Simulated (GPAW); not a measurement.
# KCl (Sylvite) (Fm-3m) in GPAW: settings compared

The runs below take KCl (Sylvite) through equation of state, with LDA, PBE, M06-L.

All numbers are computed with GPAW 26.7.0; they aren't measurements. Logs are shortened: lines on timing, memory, paths and dates and some standing lists are left out, and cuts for length are marked. The log counts tension as positive stress, the text compression.

## (1) Starting point

It takes space group Fm-3m (No. 225, cubic). Conventional cell: a = 6.293 Å, b = 6.293 Å, c = 6.293 Å, α = 90.00°, β = 90.00°, γ = 90.00°. Around K (site symmetry m-3m) lie 6 Cl at 3.15 Å. Around Cl (site symmetry m-3m) lie 6 K at 3.15 Å.

## (2) Equation of state, LDA

File run.py:

```python
from ase.eos import EquationOfState
from ase.io import Trajectory
from ase.spacegroup import crystal
from ase.units import GPa
from gpaw import GPAW, PW

# K 4a
# Cl 4b
atoms = crystal(['K', 'Cl'],
                basis=[[0.0, 0.0, 0.0],
                       [0.5, 0.0, 0.0]],
                spacegroup=225, setting=1,  # Fm-3m
                cellpar=[6.29294, 6.29294, 6.29294, 90.0, 90.0, 90.0],
                primitive_cell=True)

traj = Trajectory('eos.traj', 'w')
volumes, energies = [], []
for x in [0.94, 0.96, 0.98, 1.0, 1.02, 1.04, 1.06]:
    a = atoms.copy()
    a.set_cell(atoms.cell * x**(1 / 3), scale_atoms=True)
    calc = GPAW(mode=PW(800),
                xc='LDA',
                kpts={'size': (7, 7, 7), 'gamma': True},
                occupations={'name': 'fermi-dirac', 'width': 0.05},
                setups='hgh',
                nbands=-8,
                convergence={'density': 1e-05, 'energy': 1e-05},
                maxiter=150,
                txt=f'eos-{x:.2f}.txt')
    a.calc = calc
    energies.append(a.get_potential_energy(force_consistent=True))
    volumes.append(a.get_volume())
    p = -a.get_stress()[:3].mean() / GPa
    calc.write(f'eos-{x:.2f}.gpw')
    traj.write(a)
    print(f'{x:.2f} {volumes[-1]:10.4f} A^3 {energies[-1]:14.6f} eV {p:9.3f} GPa', flush=True)

v0, e0, B = EquationOfState(volumes, energies, eos='birchmurnaghan').fit()
print(f'V0 = {v0:.4f} A^3, E0 = {e0:.6f} eV, B0 = {B / GPa:.2f} GPa')
```

Potentials or basis: HGH pseudopotentials, pw.

On the command line:

```console
$ OMP_NUM_THREADS=1 python run.py
```

The log of the run:

```text
__  _  _
 | _ |_)|_||  |
 |__||  | ||/\| - 26.7.0

Input parameters:
  mode=PW(ecut=800.0),
  convergence={'density': 1e-05, 'energy': 1e-05},
  kpts=MonkhorstPack(size=(7, 7, 7), gamma=True),
  maxiter=150,
  nbands=-8,
  occupations=Occupations(name='fermi-dirac', width=0.05),
  setups={'default': 'hgh'},
  xc=XC(name='LDA')

Diagonalizing LCAO Hamiltonian
Converting LCAO to pw mode

                Cl

       K

Atoms  # Å, Bohr magnetons
|   | symbol |        x |        y |        z |    initial magnetic moments |
|---|--------|----------|----------|----------|-----------------------------|
| 0 |      K | 0.000000 | 0.000000 | 0.000000 | ( 0.0000,  0.0000,  0.0000) |
| 1 |     Cl | 3.082238 | 3.082238 | 3.082238 | ( 0.0000,  0.0000,  0.0000) |

Unit cell  # Å
| periodic |        x |        y |        z |  lengths |    angles |
|----------|----------|----------|----------|----------|-----------|
|      yes | 0.000000 | 3.082238 | 3.082238 | 4.358943 | 60.000000 |
|      yes | 3.082238 | 0.000000 | 3.082238 | 4.358943 | 60.000000 |
|      yes | 3.082238 | 3.082238 | 0.000000 | 4.358943 | 60.000000 |

Number of symmetries: 48
Symmetry operations  # r_c * U_cc + t_c -> r_c
|    | kind |            matrix            |
|----|------|------------------------------|
|  0 |  σ   |  1, 0, 0,  1, 0,-1,  1,-1, 0 |
|  1 |  C2  |  1, 0, 0,  1,-1, 0,  1, 0,-1 |
|  2 |  E   |  1, 0, 0,  0, 1, 0,  0, 0, 1 |
|  3 |  σ   |  1, 0, 0,  0, 0, 1,  0, 1, 0 |
|  4 |  C4  |  1, 0,-1,  1, 0, 0,  1,-1, 0 |
|  5 |  S6  |  1, 0,-1,  1,-1, 0,  1, 0, 0 |
|  6 |  σ   |  1, 0,-1,  0, 1,-1,  0, 0,-1 |
|  7 |  C3  |  1, 0,-1,  0, 0,-1,  0, 1,-1 |
|  8 |  S6  |  1,-1, 0,  1, 0, 0,  1, 0,-1 |
|  9 |  C4  |  1,-1, 0,  1, 0,-1,  1, 0, 0 |
| 10 |  C3  |  1,-1, 0,  0,-1, 1,  0,-1, 0 |
| 11 |  σ   |  1,-1, 0,  0,-1, 0,  0,-1, 1 |
| 12 |  σ   |  0, 1, 0,  1, 0, 0,  0, 0, 1 |
| 13 |  C4  |  0, 1, 0,  0, 1,-1, -1, 1, 0 |
| 14 |  C3  |  0, 1, 0,  0, 0, 1,  1, 0, 0 |
| 15 |  S6  |  0, 1, 0, -1, 1, 0,  0, 1,-1 |
| 16 |  C2  |  0, 1,-1,  1, 0,-1,  0, 0,-1 |
| 17 |  σ   |  0, 1,-1,  0, 1, 0, -1, 1, 0 |
| 18 |  S4  |  0, 1,-1,  0, 0,-1,  1, 0,-1 |
| 19 |  C4  |  0, 1,-1, -1, 1, 0,  0, 1, 0 |
| 20 |  C3  |  0, 0, 1,  1, 0, 0,  0, 1, 0 |
| 21 |  σ   |  0, 0, 1,  0, 1, 0,  1, 0, 0 |
| 22 |  S6  |  0, 0, 1,  0,-1, 1, -1, 0, 1 |
| 23 |  C4  |  0, 0, 1, -1, 0, 1,  0,-1, 1 |
| 24 |  S4  |  0, 0,-1,  1, 0,-1,  0, 1,-1 |
| 25 |  C3  |  0, 0,-1,  0, 1,-1,  1, 0,-1 |
| 26 |  C2  |  0, 0,-1,  0,-1, 0, -1, 0, 0 |
| 27 |  S6  |  0, 0,-1, -1, 0, 0,  0,-1, 0 |
| 28 |  S4  |  0,-1, 1,  1,-1, 0,  0,-1, 0 |
| 29 |  C4  |  0,-1, 1,  0, 0, 1, -1, 0, 1 |
| 30 |  C2  |  0,-1, 1,  0,-1, 0,  1,-1, 0 |
| 31 |  σ   |  0,-1, 1, -1, 0, 1,  0, 0, 1 |
| 32 |  C3  |  0,-1, 0,  1,-1, 0,  0,-1, 1 |
| 33 |  S6  |  0,-1, 0,  0, 0,-1, -1, 0, 0 |
| 34 |  S4  |  0,-1, 0,  0,-1, 1,  1,-1, 0 |
| 35 |  C2  |  0,-1, 0, -1, 0, 0,  0, 0,-1 |
| 36 |  C2  | -1, 1, 0,  0, 1, 0,  0, 1,-1 |
| 37 |  S6  | -1, 1, 0,  0, 1,-1,  0, 1, 0 |
| 38 |  S4  | -1, 1, 0, -1, 0, 1, -1, 0, 0 |
| 39 |  C3  | -1, 1, 0, -1, 0, 0, -1, 0, 1 |
| 40 |  S6  | -1, 0, 1,  0, 0, 1,  0,-1, 1 |
| 41 |  C2  | -1, 0, 1,  0,-1, 1,  0, 0, 1 |
| 42 |  C3  | -1, 0, 1, -1, 1, 0, -1, 0, 0 |
| 43 |  S4  | -1, 0, 1, -1, 0, 0, -1, 1, 0 |
| 44 |  C2  | -1, 0, 0,  0, 0,-1,  0,-1, 0 |
| 45 |  i   | -1, 0, 0,  0,-1, 0,  0, 0,-1 |
| 46 |  σ   | -1, 0, 0, -1, 1, 0, -1, 0, 1 |
| 47 |  C2  | -1, 0, 0, -1, 0, 1, -1, 1, 0 |

BZ-sampling:
  Number of BZ points: 343
  Number of IBZ points: 20

  Monkhorst-Pack size: [7, 7, 7]
  Monkhorst-Pack shift: [0, 0, 0]

K-points  # in reciprocal-cell coordinates
|     |                                coordinates |     weight |
|-----|--------------------------------------------|------------|
|   0 | (  0.00000000,   0.00000000,   0.00000000) | 0.00291545 |
|   1 | (  0.14285714,   0.14285714,   0.00000000) | 0.01749271 |
|   2 | (  0.14285714,   0.14285714,   0.14285714) | 0.02332362 |
|   3 | (  0.28571429,   0.14285714,   0.14285714) | 0.03498542 |
|   4 | (  0.28571429,   0.28571429,   0.00000000) | 0.01749271 |
|   5 | (  0.28571429,   0.28571429,   0.14285714) | 0.06997085 |
|   6 | (  0.28571429,   0.28571429,   0.28571429) | 0.02332362 |
|   7 | (  0.42857143,  -0.28571429,  -0.28571429) | 0.03498542 |
|   8 | (  0.42857143,   0.28571429,  -0.42857143) | 0.13994169 |
|   9 | (  0.42857143,   0.28571429,  -0.28571429) | 0.06997085 |
| ... |                                            |            |
|  19 | (  0.42857143,   0.42857143,   0.42857143) | 0.02332362 |

Plane wave coefficients: 3027
Cutoff: 800.0 eV

Spin-components: 1 (collinear spins)
Bands:           12
Projectors:      10
Spin-degeneracy: 2
Datatype:        complex128

Parallelization:
  kpt:    1
  domain: 1
  band:   1

Density:
  Valence electrons: 8.0
  Components: 1
  Grid points: [30 30 30]
  Charge: 0.0  # |e|

Potential:
  Grid points: [30 30 30]

species:
  HGH setup for K
      Valence Z=1, rloc=0.95000
      Local part coeffs: zeros
      Projectors:
          l=0, rc=0.95536
          l=1, rc=1.08641
          l=2, rc=0.72061
      Diagonal coefficients of nonlocal parts:
          l=0:  0.91461,  0.28755, -0.30022
          l=1:  0.31546,  0.06819
          l=2: -1.52951

    LCAO basis set for K:
      Name: atompaw.sz
      This basis set was not loaded from a file
      Number of radial functions: 1
      Number of spherical harmonics: 1
        l=0, rc=8.9500 Bohr: 1s e=-0.072 f=1.000
      Number of RI-basis functions 0

  HGH setup for Cl
      Valence Z=7, rloc=0.41000
      Local part coeffs: -6.86475
      Projectors:
          l=0, rc=0.33821
          l=1, rc=0.37614
      Diagonal coefficients of nonlocal parts:
          l=0:  9.06224,  5.06568
          l=1:  4.46588,  0.00000

    LCAO basis set for Cl:
      Name: atompaw.sz
      This basis set was not loaded from a file
      Number of radial functions: 2
      Number of spherical harmonics: 4
        l=0, rc=8.9500 Bohr: 1s e=-0.760 f=2.000
        l=1, rc=8.9500 Bohr: 1p e=-0.319 f=5.000
      Number of RI-basis functions 0

Reference energy: 0.000000  # eV

eigensolver:
  PPCG
  Converge bands: occupied
  niter=2

density mixing:
  MSR1-Mixer
  Pratt-step length: 0.05
  Maximum mixing coefficient: 0.75
  Old densities: 10
  SVD Regularization: 0.005
  Good broyden scale: 1.0
  Trust region scale: 1.0
  Backstep threshold: 4.0
  History deletion threshold: 6.0
  Fourier metric: weight=20.0, sigma=0.015

occupation numbers:
  Fermi-Dirac:
    width: 0.0500  # eV

poisson solver:
  ecut: 6400.0  # eV

xc functional:
  name: None

convergence criteria:
- Maximum integral of absolute [dens]ity change: 1e-05 electrons / valence electron
- Maximum [total energy] change in last 3 cyles: 1e-05 eV / valence electron
- Maximum integral of absolute [eigenst]ate change: 4e-08 eV^2 / valence electron
maximum number of iterations: 150

SCF iterations
|iter     | |      energy | eigst |  dens |
|---------|-|-------------|-------|-------|
|iter:   1| | -417.540944 | -0.26 |       |
|iter:   2| | -417.507940 | -2.13 | -0.98 |
|iter:   3| | -417.373286 | -1.69 | -1.01 |
|iter:   4| | -417.372624 | -3.08 | -1.47 |
|iter:   5| | -417.374334 | -4.00 | -1.84 |
|iter:   6| | -417.374351 | -5.43 | -2.91 |
|iter:   7| | -417.374353c| -6.93 | -3.33 |
|iter:   8| | -417.374353c| -7.69c| -5.04c|

Converged in 8 steps
Energy contributions relative to reference atoms: (reference = 0.000000)

Energy contributions:
  Kinetic:         244.175401
  Coulomb:        -546.983119
  Zero:            -31.307520
  External:          0.000000
  Xc:              -83.259115
  Entropy:          -0.000000
  Spinorbit:         0.000000
  ----------------------------
  Free energy:    -417.374353
  Extrapolated:   -417.374353

dipole moment: (-3.082238, -3.082238, -3.082238)  # |e|*Ang

Fermi level: -0.588
Eigenvalues  # (at kpt = [0.000, 0.000, 0.000])
| band index |      eig [eV] | occ [0-2] |
|------------|---------------|-----------|
|          0 |       -14.768 |     2.000 |
|          1 |        -2.575 |     2.000 |
|          2 |        -2.575 |     2.000 |
|          3 |        -2.575 |     2.000 |
|          4 |         2.265 |     0.000 |
|          5 |         5.357 |     0.000 |
|          6 |         5.357 |     0.000 |
|          7 |         5.357 |     0.000 |
|          8 |         5.938 |     0.000 |
|          9 |         5.938 |     0.000 |
|         10 |        10.671 |     0.000 |
|         11 |        14.801 |     0.000 |

Gap: 4.840 eV
Transition (v -> c):
  (s=0, k=0, n=3, [0.00, 0.00, 0.00]) -> (s=0, k=0, n=4, [0.00, 0.00, 0.00])
No difference between direct/indirect transitions

Stress tensor  # eV/Ang^3
|         x |        y |         z |
|-----------|----------|-----------|
|  0.023542 | 0.000000 | -0.000000 |
|  0.000000 | 0.023542 |  0.000000 |
| -0.000000 | 0.000000 |  0.023542 |

# Writing to eos-0.94.gpw (mode='')
```

Run time: 71 s. Hardware: 1 thread of Arm Neoverse V2, shared host; peak memory 0.21 GiB.

What came out:

```yaml
Equilibrium_volume: outside the volumes run
```

Energy against volume, from the lowest point:
| volume (Å³/atom) | energy (meV/atom) |
| --- | --- |
| 29.282 | 0.00 |
| 29.905 | 12.70 |
| 30.528 | 25.76 |
| 31.151 | 39.00 |
| 31.774 | 52.32 |
| 32.397 | 65.94 |
| 33.020 | 79.55 |

Caveat: HGH potentials are hard and often keep d shells in the core, so these values are rough.

## (3) Equation of state, PBE

Edit run.py of step 2 so:

```diff
@@ -1,4 +1,3 @@
 from ase.eos import EquationOfState
-from ase.io import Trajectory
-from ase.spacegroup import crystal
+from ase.io import Trajectory, read
 from ase.units import GPa
@@ -6,10 +5,3 @@
 
-# K 4a
-# Cl 4b
-atoms = crystal(['K', 'Cl'],
-                basis=[[0.0, 0.0, 0.0],
-                       [0.5, 0.0, 0.0]],
-                spacegroup=225, setting=1,  # Fm-3m
-                cellpar=[6.29294, 6.29294, 6.29294, 90.0, 90.0, 90.0],
-                primitive_cell=True)
+atoms = read('KCl.cif')
 
@@ -20,7 +12,7 @@
     a.set_cell(atoms.cell * x**(1 / 3), scale_atoms=True)
-    calc = GPAW(mode=PW(800),
-                xc='LDA',
+    calc = GPAW(mode=PW(600),
+                xc='PBE',
                 kpts={'size': (7, 7, 7), 'gamma': True},
                 occupations={'name': 'fermi-dirac', 'width': 0.05},
-                setups='hgh',
+                setups={'Cl': 'v3'},
                 nbands=-8,
```

File KCl.cif:

```cif
data_KCl
_cell_length_a 4.44978055
_cell_length_b 4.44978055
_cell_length_c 4.44978055
_cell_angle_alpha 60.00000000
_cell_angle_beta 60.00000000
_cell_angle_gamma 60.00000000
_space_group_name_H-M_alt 'P1'
_space_group_name_Hall 'P 1'
_space_group_IT_number 1
loop_
_space_group_symop_operation_xyz
'x,y,z'
loop_
_atom_site_label
_atom_site_type_symbol
_atom_site_symmetry_multiplicity
_atom_site_Wyckoff_symbol
_atom_site_fract_x
_atom_site_fract_y
_atom_site_fract_z
_atom_site_occupancy
K1 K 1 a 0.0000000000 0.0000000000 0.0000000000 1
Cl1 Cl 1 a 0.5000000000 0.5000000000 0.5000000000 1
```

Potentials or basis: GPAW PAW data sets (gpaw-data 1.2.1), newer versions, pw.

On the command line:

```console
$ OMP_NUM_THREADS=1 python run.py
```

Wall time 72 s (1 thread of Arm Neoverse V2, shared host); peak memory 0.21 GiB.

Results (log left out):

```
Equilibrium volume                      : 32.48 Å³/atom
Bulk modulus                            : 15.8 GPa
Pressure derivative of the bulk modulus : 5.5 (rough: it moves with the points fitted)
```

Energy against volume, from the lowest point:
```
volume (Å³/atom)  energy (meV/atom)
          29.282              19.36
          29.905              11.99
          30.528               6.56
          31.151               2.95
          31.774               0.79
          32.397               0.00
          33.020               0.44
```

PBE usually gives volumes a little too large and moduli too small. Zero-point motion and thermal expansion aren't in these numbers.

(Continued in part 2 of 2.)
